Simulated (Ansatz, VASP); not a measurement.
# One calculation of PbS, two programs

INCAR

```
PREC = Accurate ; ENCUT = 520
EDIFF = 1E-7 ; ISMEAR = -1
SIGMA = 0.05 ; LREAL = False
LASPH = True ; NELM = 60
ALGO = Normal ; ISIF = 2
LWAVE = False ; LCHARG = False
GGA = PE ; NBANDS = 17
```

Contents of KPOINTS:

```
regular mesh
0
Gamma
  8 8 8
```

Contents of POSCAR:

```
PbS
1.0
    2.1540969647      1.2436684624      3.5196180723
   -2.1540969647      1.2436684624      3.5196180723
    0.0000000000     -2.4873369248      3.5196180723
Pb S
1 1
Direct
    0.9805657800      0.9805657800      0.9805657800
    0.4750355500      0.4750355500      0.4750355500
```

The input input.yaml:

```yaml
crystal:
  lattice:
    - [2.1540969647, 1.2436684624, 3.5196180723]
    - [-2.1540969647, 1.2436684624, 3.5196180723]
    - [0.0, -2.4873369248, 3.5196180723]
  atoms:
    - { symbol: Pb, position: [0.98056578, 0.98056578, 0.98056578] }
    - { symbol: S, position: [0.47503555, 0.47503555, 0.47503555] }
hamiltonian:
  xc: pbe
  pseudopotentials: { kind: paw }
kpoints:
  mp_grid: { grid: [8, 8, 8] }
scf:
  occupations: { method: fermi_dirac, width: 0.05 }
output:
  forces: true
  stress: true
  eigenvalues: true
```

Change from the starting cell: volume scaled by 1.06.

Alike in both runs: task single point; functional PBE; k mesh 8 × 8 × 8; occupations fermi-dirac, width 0.05 eV; no spin polarisation.

|  | VASP | Ansatz |
| --- | --- | --- |
| version | VASP 6.6.1 | Ansatz 0.2.0 |
| potentials or method | VASP PAW PBE potentials, release 64 (Pb_d, S) | Ansatz PAW |
| plane-wave cutoff (eV) | 520 | 420 |
| valence electrons in the cell | 20 | 20 |

VASP gave:

```
gap on the k mesh at the Fermi level (eV) : 0.64
least direct gap on the mesh (eV)         : 0.64
pressure (GPa)                            : -2.1
rms of the force components (eV/Å)        : 0.006
```

Task: Estimate Ansatz's values.

Result: gap on the k mesh at the Fermi level (eV): 0.63; least direct gap on the mesh (eV): 0.63; pressure (GPa): -2.0; rms of the force components (eV/Å): 0.006.

Atom by atom the forces differ by 0.000 eV/Å (rms over components).

Caveats: spin-orbit coupling is left out, which as a rule narrows the gap of such compounds by several tenths of an eV. A k mesh can miss the band edges.
